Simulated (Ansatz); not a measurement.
# Ir: a slab and its surfaces, (110), 5 layers

Aim: cut a slab of Ir (110), 5 layers from the relaxed bulk, relax it, and get surface energy and work function. The runs shown use PAW. Its runs: bulk cell relaxed (PAW); bulk in the slab's orientation (PAW); the reference run (PAW); atoms relaxed (PAW); field of 0.5 V/Å along the normal (PAW); vacuum of 22 Å (PAW); core holes in 4f of Ir (PAW).

Method: DFT, PBEsol, PAW with Ansatz's default frozen-core files, scalar-relativistic, in Ansatz 0.2.0.

### 1 The system as given

Symmetry: Fm-3m, No. 225, cubic system. Conventional cell: a = 3.839 Å, b = 3.839 Å, c = 3.839 Å, α = 90.00°, β = 90.00°, γ = 90.00°. Ir (site symmetry m-3m) is surrounded by 12 Ir at 2.71 Å.

As a file:

```
CELL_PARAMETERS angstrom
0.00000 1.91974 1.91974
1.91974 0.00000 1.91974
1.91974 1.91974 0.00000
ATOMIC_POSITIONS crystal
Ir 0.00000 0.00000 0.00000
```

### 2 Bulk cell relaxed, PAW

Input file input.yaml:

```yaml
crystal:
  lattice:
    - [0.0, 1.9197388244, 1.9197388244]
    - [1.9197388244, 0.0, 1.9197388244]
    - [1.9197388244, 1.9197388244, 0.0]
  atoms:
    - { symbol: Ir, position: [0.0, 0.0, 0.0] }
kpoints:
  mp_grid: { grid: [19, 19, 19] }
scf:
  occupations: { method: fermi_dirac, width: 0.1 }
hamiltonian:
  xc: pbesol
  pseudopotentials: { kind: paw }
output:
  forces: true
  stress: true
  write_density: true
  write_potential: true
  elf: true
  volumetric_format: npy
relax:
  f_tol: 0.005
  max_steps: 40
  cell: {}
```

On the command line:

```
ansatz run input.yaml --threads 2 --pin off --max-ram 4096MiB --backend cpu --events-out ev --progress --plain --runs-dir out
```

Further steps of the session: Bulk in the slab's orientation, PAW; Slab as cut, PAW; Atoms relaxed, PAW; Field of 0.5 V/Å along the normal, PAW; Vacuum of 22 Å, PAW; Core holes in 4f of Ir, PAW.

What does the calculation give? Wanted: surface energy; work function; outer layer spacing; core-level shifts among the layers.

The runs gave:

| quantity | value |
| --- | --- |
| surface energy (PAW, relaxed) | 3.31 J/m² |
| work function (PAW, relaxed) | 4.87 eV |
| outer layer spacing (PAW) | 1.35 → 1.15 Å |
| core-level shifts among the layers (PAW holes) | Ir1 +0.00, Ir2 +0.57, Ir3 +0.60 eV |

What this shows: By PAW the surface costs 3.59 J/m² as cut and 3.31 J/m² relaxed. The outermost spacing changes by -15.0 % (PAW). The field of 0.5 V/Å along the normal induces a dipole of 0.236 e·Å per cell (PAW). Vacuum of 22 Å moves the work function by less than 0.01 eV (PAW). Thickness wasn't converged, and no reconstruction was sought. Spin-orbit coupling is left out, though the cell holds Ir; in elements this heavy it can shift bands and gaps by tenths of an eV.
